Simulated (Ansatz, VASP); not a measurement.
# Ti in VASP and in Ansatz

File INCAR:

```
SYSTEM = Ti
  PREC = Accurate
  ENCUT = 520
  EDIFF = 1E-6
  ISMEAR = -1
  SIGMA = 0.08
  LREAL = .False.
  LASPH = .True.
  NELM = 80
  ALGO = Normal
  ISIF = 2
  LWAVE = .False.
  LCHARG = .False.
  GGA = PS
  NBANDS = 12
```

KPOINTS

```
regular mesh
0
Gamma
  17 17 17
  0 0 0
```

File POSCAR:

```
Ti
1.0
   -1.6464518673      1.6464518673      1.6464518673
    1.6464518673     -1.6464518673      1.6464518673
    1.6464518673      1.6464518673     -1.6464518673
Ti
1
Direct
    0.0000000000      0.0000000000      0.0000000000
```

Input for Ansatz:

```yaml
crystal:
  lattice:
    - [-1.6464518673, 1.6464518673, 1.6464518673]
    - [1.6464518673, -1.6464518673, 1.6464518673]
    - [1.6464518673, 1.6464518673, -1.6464518673]
  atoms:
    - { symbol: Ti, position: [0.0, 0.0, 0.0] }
kpoints:
  mp_grid: { grid: [17, 17, 17] }
  band_path:
    path:
      - [0.0, 0.0, 0.0]
      - [0.5, -0.5, 0.5]
      - [0.0, 0.0, 0.5]
      - [0.0, 0.0, 0.0]
      - [0.25, 0.25, 0.25]
      - [0.5, -0.5, 0.5]
      - [0.25, 0.25, 0.25]
      - [0.0, 0.0, 0.5]
    npoints: 5
scf:
  occupations: { method: fermi_dirac, width: 0.08 }
hamiltonian:
  xc: pbesol
  pseudopotentials: { kind: all_electron, lapw: { basis_error: 0.001 } }
output:
  forces: true
  stress: true
  eigenvalues: true
```

Change from the starting cell: volume scaled by 1.01.

Alike in both runs: task single point; functional PBEsol; k mesh 17 × 17 × 17; occupations fermi-dirac, width 0.08 eV; no spin polarisation.

|  | VASP | Ansatz |
| --- | --- | --- |
| version | VASP 6.6.1 | Ansatz 0.2.0 |
| potentials or method | VASP PAW PBE potentials, release 64 (Ti_sv) | all-electron LAPW, scalar-relativistic |
| plane-wave cutoff (eV) | 520 | see its input |

Ansatz gave:

- pressure (GPa): -7.4

Task: Estimate VASP's values.

Result: Pressure (GPa): -7.5.

Ansatz ran all-electron here, so the differences hold the error of VASP's frozen core and of both bases.

Caveats: the PAW data sets were made with another functional, which shifts forces and pressure a little (VASP).
